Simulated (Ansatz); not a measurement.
Start from Ti$_{3}$SiC$_{2}$ (space group P6_3/mmc, No. 194; a = 3.042 Å, c = 17.577 Å).

Method: Ansatz (a program for electronic structure) PBEsol, spin-orbit coupling left out.

Before the change:

| Quantity | Result |
|---|---|
| Lattice parameter a | 3.042 Å |
| c/a ratio | 5.777 |

Now apply this change: cell and atoms relaxed at a pressure of 1.5 GPa.

Question: What happens to the lattice parameter a?

Answer: The lattice parameter a shrinks by 0.0076 Å (3.042 Å → 3.035 Å).

Question: What happens to the c/a ratio?

Answer: The c/a ratio stays essentially unchanged (5.777 against 5.778).

Load acts through the strain it causes; cell and atoms are relaxed under it. Stability against distortions was not tested. The final runs are not spin-polarised.
